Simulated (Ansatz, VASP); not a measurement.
# Al35InN36 (In_Al) in two plane-wave programs

Wanted: the spread between two codes on one cell, functional and k mesh. The cell is taken from a series of runs on this material, whose earlier steps may have relaxed, scaled, displaced or heated it; both programs get it as it stands.

Method: plane waves, with VASP 6.6.1 beside it; single point at r2SCAN, in Ansatz 0.2.0.

### 1. The starting structure

The cell holds 72 atoms: 35 Al, 36 N and 1 In. Cell: a = 9.320 Å, b = 9.320 Å, c = 9.956 Å, α = 90.0°, β = 90.0°, γ = 120.0°. It derives from AlN (AlN (P6_3mc)). Nearest the centre at fractional (0.444, 0.556, 0.500): In72 at 0.02 Å, N52 at 2.07 Å, N40 at 2.08 Å, N56 at 2.08 Å, N55 at 2.12 Å, N53 at 3.05 Å, Al5 at 3.12 Å, Al20 at 3.12 Å.

Coordinates:

```xyz
72
Lattice="9.3196 0.0000 0.0000 -4.6598 8.0710 0.0000 0.0000 0.0000 9.9565" Properties=species:S:1:pos:R:3 pbc="T T T"
Al    1.5568    0.8924    2.4811
Al   -0.0151    1.7605    4.9734
Al    1.5577    0.8922    7.4604
Al    0.0044    1.7711    9.9497
Al   -0.0253    3.5666    2.4426
Al   -1.5858    4.4789    4.9727
Al   -0.0348    3.5623    7.5059
Al   -1.5666    4.4923    9.9487
Al   -1.5521    6.2775    2.4813
Al   -3.1013    7.1731    4.9684
Al   -1.5507    6.2779    7.4590
Al   -3.1021    7.1734    9.9512
Al    4.6669    0.8972    2.4826
Al    3.1308    1.7615    4.9745
Al    4.6693    0.8983    7.4609
Al    3.1105    1.7717    9.9496
Al    3.1344    3.5683    2.4411
Al    3.1494    3.5628    7.5094
Al    1.5576    4.4839    0.0044
Al    1.5587    6.3071    2.4389
Al   -0.0127    7.2085    4.9730
Al    1.5597    6.3214    7.5126
Al   -0.0105    7.1827    9.9504
Al    7.7684    0.8976    2.4832
Al    6.2180    1.7930    4.9651
Al    7.7665    0.8990    7.4616
Al    6.2180    1.7926    9.9518
Al    6.2157    3.5826    2.4819
Al    4.6995    4.4840    4.9736
Al    6.2165    3.5809    7.4609
Al    4.6789    4.4909    9.9509
Al    4.6667    6.2789    2.4834
Al    3.1315    7.2095    4.9758
Al    4.6671    6.2781    7.4604
Al    3.1257    7.1846    9.9510
N     1.5570    0.9009    4.3853
N     0.0073    1.7758    1.8791
N     1.5556    0.8929    9.3536
N     0.0064    1.7931    6.8748
N    -0.1533    3.4933    4.3238
N    -1.5581    4.4897    1.8814
N    -0.0056    3.5828    9.3991
N    -1.5448    4.4806    6.8749
N    -1.5462    6.2753    4.3863
N    -3.0993    7.1719    1.8932
N    -1.5531    6.2803    9.3549
N    -3.0987    7.1717    6.8650
N     4.6642    0.9005    4.3766
N     3.1117    1.7768    1.8811
N     4.6643    0.8992    9.3543
N     3.1139    1.7935    6.8755
N     3.2613    3.5008    4.3264
N     1.5582    4.4806    1.9211
N     3.1168    3.5825    9.4015
N     1.5619    4.4837    7.0977
N     1.5597    6.4644    4.3254
N    -0.0056    7.1786    1.8835
N     1.5555    6.2892    9.4031
N     0.0112    7.1713    6.8745
N     7.7653    0.9008    4.3751
N     6.2194    1.7914    1.8913
N     7.7658    0.8988    9.3527
N     6.2200    1.7920    6.8652
N     6.2141    3.5861    4.3763
N     4.6772    4.4896    1.8851
N     6.2151    3.5855    9.3542
N     4.6647    4.4805    6.8753
N     4.6599    6.2775    4.3858
N     3.1274    7.1785    1.8826
N     4.6646    6.2793    9.3564
N     3.1125    7.1720    6.8765
In    1.5510    4.4868    4.9534
```

### 2. Ansatz: single point, r2SCAN

Ansatz runs on its PAW soft_1 files.

With cell and atoms fixed, the geometry can't cause a difference; cores, projectors, grids and the points listed under the comparison can.

Input file input.yaml:

```yaml
crystal:
  checkpoint: "../qp1_M1.relax.run"
  host: checkpoint
basis:
  ecutwfc: 500
  xc_grid: 2
hamiltonian:
  xc: r2scan
  pseudopotentials: { kind: paw, azcp: { folder: soft_1 } }
kpoints:
  mp_grid: { grid: [2, 2, 2], shift: [0.5, 0.5, 0.5] }
scf:
  occupations: { method: fermi_dirac, width: 0.01 }
  max_iter: 60
output:
  forces: true
  eigenvalues: true
  charged_corrections: { defect_position: [0.444444, 0.555556, 0.499602] }
checkpoint:
  read: "../qp1_M1.relax.run"
  write: "../qp1_M1.point_neutral.run"
  compress: false
  write_wavefunctions: false
  write_every: 100000
```

On the command line:

```
$ ansatz run input.yaml --threads 4 --pin off --max-ram 7536MiB --backend cpu --events-out ev --progress --plain --runs-dir out
```

Numbers of over 12 decimals in the logs are rounded to 6 here.

The program printed:

```text
Warning: checkpoint.read: spin treatment differs: saved collinear, current unpolarized; the saved charge density seeds this run and the saved magnetisation is not carried: this deck is unpolarised; the saved density holds an absolute magnetisation of 1.2e0 μB; saved orbitals and DFT+U occupations are not carried; the saved kinetic-energy density and PAW projector densities are carried summed over spin
checkpoint.read: the saved state was converged at a total charge of 1 e, and this run's is 0 e: a saved density that it takes is scaled to its electron count
crystal.checkpoint: the structure is that of <dir>, a `relax` run, at its step 6: its result, under r2scan at a charge of 1 e; 72 atoms read, 0 with a starting moment; this deck's charge is 0 e; crystal.structure_sha256 for this input is
Engine: ansatz 0.2.0, aarch64-unknown-linux-gnu
Pseudopotentials: kind: paw
Pseudopotential: Al, paw, valence charge 3, recommended cutoff 500 eV (meta_gga), soft_1/Al.paw.azcp
Pseudopotential: N, paw, valence charge 5, recommended cutoff 500 eV (meta_gga), soft_1/N.paw.azcp
Pseudopotential: In, paw, valence charge 13, recommended cutoff 500 eV (meta_gga), soft_1/In.paw.azcp
Functional definition: r2SCAN
  parameter k0 = 0.174
  parameter k1 = 0.065
  parameter a1 = 4.9479
  exchange = r2scan_x(k0 = k0, k1 = k1, a1 = a1)
  correlation = r2scan_c
Crystal: 72 atoms, lattice volume = 748.907 Å³
Basis set: ecut = 500 eV, 18913 PW (Γ), exchange–correlation on 144×144×150 points (8 copies of the dense FFT grid, shifted against one another)
Bands: 221, of which v1, the nominal top of the filled ones, is band 149 counted from 1 (148 counted from 0)
Symmetry: 1 space group operations
Space group: P1 (ITA 1), of the structure as read, at distance tolerance 9.1e-5 Å
k-points: 4 of 8 (time reversal used)
Non-local potential: Al, projectors of the file, l = 0: 2, l = 1: 2, l = 2: 1
Non-local potential: N, projectors of the file, l = 0: 2, l = 1: 2, l = 2: 1
Non-local potential: In, projectors of the file, l = 0: 2, l = 1: 2, l = 2: 2, l = 3: 1
PAW form: soft (Blöchl's): semilocal exchange-correlation on the pseudo side does not see the compensation charge
PAW frozen core: Al, regenerated for the run's functional (the file was generated under x = pbe(κ = 0.804, μ = 0.219515), c = pbe(β = 0.066725))
PAW frozen core: N, regenerated for the run's functional (the file was generated under x = pbe(κ = 0.804, μ = 0.219515), c = pbe(β = 0.066725))
PAW frozen core: In, regenerated for the run's functional (the file was generated under x = pbe(κ = 0.804, μ = 0.219515), c = pbe(β = 0.066725))
PAW one-centre angular grid: Al, 302 points (default); XC on 160 Gauss nodes
PAW one-centre angular grid: N, 302 points (default); XC on 160 Gauss nodes
PAW one-centre angular grid: In, 590 points (default); XC on 160 Gauss nodes
Initial density: read from a saved state, or passed on in memory by an earlier SCF of this step, an earlier step, the calling program or the single point that the run made first
Initial wavefunctions: pseudopotential atomic-orbital guess
Functional: x = r2scan, c = r2scan; τ floored in thin density (d = 2e-4 eV/Å³)
iter 1 solved again at ethr=1.04e-4 eV; its pass at ethr=3.10e-3 eV (dr2=3.11e-1 eV) is discarded
SCF iter   1: F=—  HF=-38493.205802 eV  |F-HF|=—  |Δ(HF+E_count)|=         —  Δρ=5.55e-3  dr2=3.16e-1  dr2_τ=9.04e-3  ethr=1.04e-4  ⟨swp⟩=6.5  Hψ=5454  notcnv=0
preconditioner: auto → Resta (q_TF=auto, 2.340 Å⁻¹)  ε∞=3.6  [insulator: Δε(μ)=5.337 eV  Ē_g=14.394 eV  σ=0.010 eV  W_gap=1.00  n_scr=162 (ndim 8)  ℏωp=23.4 eV  f_vac=0.000  D(μ)=0.00/eV (n_scr^D=0)  ε∞_Penn≈3.6]
SCF iter   2: F=—  HF=-38493.130224 eV  |F-HF|=—  |Δ(HF+E_count)|=   7.56e-2  Δρ=2.50e-3  dr2=4.04e-2  dr2_τ=5.81e-3  ethr=1.04e-4  ⟨swp⟩=4.0  Hψ=1869  notcnv=0
SCF iter   3: F=—  HF=-38493.122512 eV  |F-HF|=—  |Δ(HF+E_count)|=   7.71e-3  Δρ=1.03e-3  dr2=8.65e-3  dr2_τ=3.56e-4  ethr=1.36e-5  ⟨swp⟩=3.5  Hψ=1768  notcnv=0  defer=67
SCF iter   4: F=—  HF=-38493.120945 eV  |F-HF|=—  |Δ(HF+E_count)|=   1.57e-3  Δρ=2.43e-4  dr2=3.98e-4  dr2_τ=4.27e-5  ethr=2.90e-6  ⟨swp⟩=3.5  Hψ=1599  notcnv=0  defer=67
SCF iter   5: F=—  HF=-38493.120987 eV  |F-HF|=—  |Δ(HF+E_count)|=   4.18e-5  Δρ=9.91e-5  dr2=6.22e-5  dr2_τ=1.02e-5  ethr=1.33e-7  ⟨swp⟩=2.0  Hψ=1458  notcnv=0  defer=67
SCF iter   6: F=—  HF=-38493.120500 eV  |F-HF|=—  |Δ(HF+E_count)|=   4.87e-4  Δρ=2.12e-5  dr2=2.47e-6  dr2_τ=3.92e-7  ethr=2.09e-8  ⟨swp⟩=2.0  Hψ=1244  notcnv=0  defer=67
SCF iter   7: F=—  HF=-38493.120500 eV  |F-HF|=—  |Δ(HF+E_count)|=   8.22e-7  Δρ=5.79e-6  dr2=2.08e-7  dr2_τ=2.31e-8  ethr=8.28e-10  ⟨swp⟩=2.0  Hψ=1284  notcnv=0  defer=67
SCF iter   8: F=-38493.120501 eV  HF=-38493.120501 eV  |F-HF|=8.93e-9  |Δ(HF+E_count)|=   8.23e-8  Δρ=2.09e-6  dr2=2.56e-8  dr2_τ=4.19e-9  ethr=3.36e-11  ⟨swp⟩=9.5  Hψ=3812  notcnv=0
[...]
atom  64  N      0.12872716     0.04571984    -0.00410296
  atom  65  Al    -0.03384128    -0.08346632    -0.03142320
  atom  66  Al    -0.25936630    -0.10296506    -0.05552693
  atom  67  N      0.12404345     0.04415088     0.02126255
  atom  68  N      0.03495258     0.09997839    -0.05788587
  atom  69  Al    -0.04839683    -0.07567576     0.01222933
  atom  70  Al    -0.20019609    -0.12556048     0.05240763
  atom  71  N      0.11248209     0.03099846    -0.04373076
  atom  72  N      0.06282112     0.17135727    -0.00456331
  max |Σ_I F_I| component: 2.62e-2 eV/Å
--- Band table (eV) ---
  k-point 0: bands = [... 145 lower, 6.7693, 6.8514, 6.9413, 7.1445, 12.8109, 13.0641, 13.1112, 13.3183, ... 68 higher]
  k-point 1: bands = [... 145 lower, 6.7704, 6.8562, 6.9421, 7.1408, 12.8109, 13.0618, 13.1137, 13.3182, ... 68 higher]
  k-point 2: bands = [... 145 lower, 6.7634, 6.8469, 7.0557, 7.1162, 12.4365, 12.9439, 13.1461, 13.2482, ... 68 higher]
  k-point 3: bands = [... 145 lower, 6.7771, 6.8581, 7.0519, 7.1188, 12.4339, 12.9335, 13.2223, 13.2323, ... 68 higher]
```

The column dr2 measures how far the density is from self-consistency, as an energy; F and HF (Harris–Foulkes) agree once it is small.

### 3. VASP: single point, r2SCAN

The same cell, functional, mesh and smearing now go to VASP, with its own data sets.

Lines of VASP's logs that name or quote its potential files are left out, and so is its time.

Input file INCAR:

```
SYSTEM = Al35InN36
PREC = Accurate
ENCUT = 580
EDIFF = 1E-06
NELM = 120
ISMEAR = -1
SIGMA = 0.01
LREAL = Auto
ALGO = Normal
METAGGA = R2SCAN
LASPH = .TRUE.
NBANDS = 200
LORBIT = 11
LWAVE = .FALSE.
LCHARG = .FALSE.
ISIF = 2
ISYM = 0
GGA_COMPAT = .FALSE.
EFERMI = MIDGAP
LMIXTAU = .TRUE.
KPAR = 4
```

Input file POSCAR:

```
Al35InN36
1.0
    9.3195655359      0.0000000860      0.0000000000
   -4.6597828424      8.0709804634      0.0000000000
    0.0000000000      0.0000000000      9.9564777190
Al N In
35 36 1
Direct
    0.2223287825      0.1105703006      0.2491930804
    0.1074460217      0.2181218486      0.4995172923
    0.2224167873      0.1105403569      0.7493000074
    0.1101959560      0.2194371880      0.9993179757
    0.2182344282      0.4419080612      0.2453238698
    0.1073118645      0.5549420456      0.4994430215
    0.2169498256      0.4413690724      0.7538671666
    0.1101948271      0.5565935444      0.9992158160
    0.2223500962      0.7777869988      0.2492175131
    0.1116045994      0.8887538225      0.4990157131
    0.2225216967      0.7778365019      0.7491571376
    0.1115277659      0.8887833928      0.9994730520
    0.5563398670      0.1111615208      0.2493448497
    0.4450696193      0.2182527928      0.4996195150
    0.5566746957      0.1113058982      0.7493478359
    0.4435194832      0.2195132361      0.9993049478
    0.5573799041      0.4421112220      0.2451794917
    0.5586585476      0.4414387427      0.7542192419
    0.4449143658      0.5555630899      0.0004391258
    0.5579785093      0.7814544986      0.2449604628
    0.4452043250      0.8931346317      0.4994753032
    0.5589727692      0.7832300870      0.7545438549
    0.4438497381      0.8899445505      0.9993877038
    0.8891698515      0.1112191910      0.2494097198
    0.7782761619      0.2221566365      0.4986838437
    0.8890485163      0.1113896709      0.7494251636
    0.7782449185      0.2220993362      0.9995267677
    0.8888923373      0.4438889172      0.2492746474
    0.7820481491      0.5555755354      0.4995312914
    0.8888770381      0.4436754228      0.7493544046
    0.7802637535      0.5564287431      0.9994375962
    0.8897227232      0.7779628403      0.2494289443
    0.7826466832      0.8932581837      0.4997570525
    0.8897105329      0.7778574207      0.7492987450
    0.7804859045      0.8901801830      0.9994505336
    0.2228772831      0.1116278892      0.4404510758
    0.1107953663      0.2200265389      0.1887300988
    0.2222402799      0.1106348565      0.9394535871
    0.1117760018      0.2221691435      0.6904891050
    0.1999651886      0.4328207429      0.4342714567
    0.1109481588      0.5562721729      0.1889576541
    0.2213526995      0.4439054148      0.9440213479
    0.1118211444      0.5551493885      0.6904906825
    0.2228448073      0.7775181232      0.4405490532
    0.1117362990      0.8885979281      0.1901510761
    0.2224167411      0.7781330159      0.9395771941
    0.1118002652      0.8885806623      0.6894988241
    0.5562541788      0.1115710443      0.4395755684
    0.4439601578      0.2201504049      0.1889275693
    0.5561830441      0.1114061932      0.9395197927
    0.4452355318      0.2222218594      0.6905538965
    0.5668139350      0.4337491923      0.4345361644
    0.4447701451      0.5551438534      0.1929488840
    0.5563799121      0.4438796454      0.9442626513
    0.4453550998      0.5555335444      0.7128705268
    0.5678265782      0.8009455353      0.4344272242
    0.4441097761      0.8894272697      0.1891726894
    0.5565299192      0.7792358449      0.9444160108
    0.4454730616      0.8885350156      0.6904523533
    0.8890292148      0.1116114042      0.4394237868
    0.7783262285      0.2219503219      0.1899543687
    0.8889630591      0.1113653588      0.9393546307
    0.7784314715      0.2220320538      0.6895222156
    0.8889400795      0.4443248768      0.4395397109
    0.7799959914      0.5562645203      0.1893345834
    0.8890110632      0.4442442423      0.9395047146
    0.7780997400      0.5551402918      0.6905374005
    0.8889039776      0.7777875480      0.4404960911
    0.7802874316      0.8894214991      0.1890820206
    0.8895266033      0.7780143279      0.9397324062
    0.7782902455      0.8886215310      0.6906540805
    0.4443803556      0.5559163143      0.4975021856
```

Input file KPOINTS:

```
Points of the shifted mesh
8
Reciprocal
 0.2500000000  0.2500000000  0.2500000000 1
 0.2500000000  0.2500000000  0.7500000000 1
 0.2500000000  0.7500000000  0.2500000000 1
 0.2500000000  0.7500000000  0.7500000000 1
 0.7500000000  0.2500000000  0.2500000000 1
 0.7500000000  0.2500000000  0.7500000000 1
 0.7500000000  0.7500000000  0.2500000000 1
 0.7500000000  0.7500000000  0.7500000000 1
```

Potentials, in the order of the species: Al, N and In_d (PBE family, release 64).

On the command line:

```
$ mpirun -np 8 vasp_std
```

The program printed:

```text
[banner, memory and clock lines left out]
running    8 mpi-ranks, on    1 nodes
[...]
|                                                                             |
|           W    W    AA    RRRRR   N    N  II  N    N   GGGG   !!!           |
|           W    W   A  A   R    R  NN   N  II  NN   N  G    G  !!!           |
|           W    W  A    A  R    R  N N  N  II  N N  N  G       !!!           |
|           W WW W  AAAAAA  RRRRR   N  N N  II  N  N N  G  GGG   !            |
|           WW  WW  A    A  R   R   N   NN  II  N   NN  G    G                |
|           W    W  A    A  R    R  N    N  II  N    N   GGGG   !!!           |
|                                                                             |
|     For optimal performance we recommend to set                             |
|       NCORE = 2 up to number-of-cores-per-socket                            |
|     NCORE specifies how many cores store one orbital (NPAR=cpu/NCORE).      |
|     This setting can greatly improve the performance of VASP for DFT.       |
[...]
|               ----> ADVICE to this user running VASP <----                  |
|                                                                             |
|     You enforced a specific xc type in the INCAR file but a different       |
|     [... a line on the potential file left out ...]
|     I HOPE YOU KNOW WHAT YOU ARE DOING!                                     |
|                                                                             |

 LDA part: xc-table for (None), standard interpolation
 POSCAR, INCAR and KPOINTS ok, starting setup
[...]
entering main loop
       N       E                     dE             d eps       ncg     rms          rms(c)
DAV:   1     0.162602012720E+04    0.16260E+04   -0.14969E+05  3200   0.157E+03
DAV:   2    -0.587550432848E+03   -0.22136E+04   -0.20711E+04  3872   0.342E+02
DAV:   3    -0.850863942611E+03   -0.26331E+03   -0.25818E+03  3808   0.129E+02
DAV:   4    -0.862626635769E+03   -0.11763E+02   -0.11695E+02  4144   0.318E+01
[...]
DAV:  21    -0.704141707315E+03   -0.16266E-05   -0.28538E-05  3392   0.200E-02    0.648E-03
DAV:  22    -0.704141732727E+03   -0.25412E-04   -0.10715E-05  3392   0.112E-02    0.719E-03
DAV:  23    -0.704141733262E+03   -0.53489E-06   -0.47880E-07  1960   0.221E-03
   1 F= -.70414173E+03 E0= -.70414173E+03  d E =0.000000E+00
```

Parts of OUTCAR (step 3):

```text
 POSITION                                       TOTAL-FORCE (eV/Angst)
 -----------------------------------------------------------------------------------
      1.55677      0.89241      2.48109         0.054839      0.062581     -0.002729
     -0.01505      1.76046      4.97343        -0.031478      0.205420     -0.026160
      1.55773      0.89217      7.46039         0.040702      0.091430     -0.031070
      0.00445      1.77107      9.94969        -0.039585      0.347772      0.014367
     -0.02535      3.56663      2.44256         0.034873      0.023891      0.114129
     -1.58581      4.47893      4.97269         0.131994     -0.068111     -0.028380
     -0.03481      3.56228      7.50586         0.662855      0.377552      0.202807
     -1.56664      4.49226      9.94867         0.239046     -0.120628      0.060826
     -1.55211      6.27750      2.48133         0.130567     -0.060527      0.001034
     -3.10129      7.17311      4.96844        -0.005447      0.014762     -0.022260
     -1.55074      6.27790      7.45897         0.144945     -0.062019      0.001213
     -3.10215      7.17335      9.95123        -0.024051     -0.007660     -0.017453
      4.66686      0.89718      2.48260        -0.086964     -0.073881      0.012803
      3.13084      1.76151      4.97445        -0.016964      0.292650     -0.048945
[...]
-----------------------------------------------------------------------------------
    total drift:                               -0.002462      0.004088     -0.347939

  FREE ENERGIE OF THE ION-ELECTRON SYSTEM (eV)
  ---------------------------------------------------
  free  energy   TOTEN  =      -704.1417332622 eV

  energy  without entropy=     -704.1417332622  energy(sigma->0) =     -704.14173326
```

The run ends at a pressure of 2.32 GPa, with forces up to 0.79 eV/Å.

### 4. Side by side

Known differences besides the potentials themselves: VASP keeps PBE cores, Ansatz makes them for the functional; the cutoff is 500 eV in Ansatz and 580 eV in VASP (PREC = Accurate, projectors in real space). Total energies have different zeros and are not compared.

The two programs side by side:

| quantity | Ansatz | VASP | difference |
| --- | --- | --- | --- |
| gap on the k mesh (eV) | 5.289 | 5.326 | -0.037 |

Forces on 8 of the 72 atoms, those with the largest forces and the largest differences (eV/Å; atoms numbered as in POSCAR):

| atom | Ansatz x, y, z | VASP x, y, z |
| --- | --- | --- |
| Al7 | 0.662, 0.377, 0.188 | 0.663, 0.378, 0.203 |
| Al18 | -0.560, 0.355, 0.111 | -0.561, 0.355, 0.124 |
| Al22 | 0.012, -0.695, 0.065 | 0.011, -0.696, 0.076 |
| N40 | -0.143, -0.062, -0.244 | -0.174, -0.080, -0.252 |
| N52 | 0.169, -0.140, -0.257 | 0.200, -0.158, -0.266 |
| N54 | 0.303, -0.199, 0.067 | 0.306, -0.200, 0.071 |
| N55 | -0.086, -0.012, -0.342 | -0.086, -0.012, -0.305 |
| In72 | 0.062, 0.050, 0.645 | 0.054, 0.055, 0.649 |

The forces differ by 5.5 meV/Å r.m.s., which is 3.9 % of the r.m.s. force of 0.143 eV/Å (both taken over all components). A gap on the mesh is an upper bound, since the band edges may lie between its points.

### 5. Summary of results

| Property | Result |
| --- | --- |
| r.m.s. force difference (single point, r2SCAN) | 5.5 meV/Å |

What this shows: The r.m.s. force difference is 5.5 meV/Å (single point, r2SCAN), within the 12 meV/Å picked in this series as the mark of a large difference. Such differences can come from data sets, numerical settings and the points named under the comparisons, not from the functional's error against experiment.

[Lines on the potential files, build, host, timing and source positions are cut from VASP's logs without a mark.]

[Logs are printed without paths, hosts, clocks, repeated set-up lines and the standing remarks that a program may print on its own settings, such as how far it seeks lower states.]

[Hosts, paths, dates, database ids (printed as entryN), source tags and the programs' standing remarks are cut or masked in the printed files.]
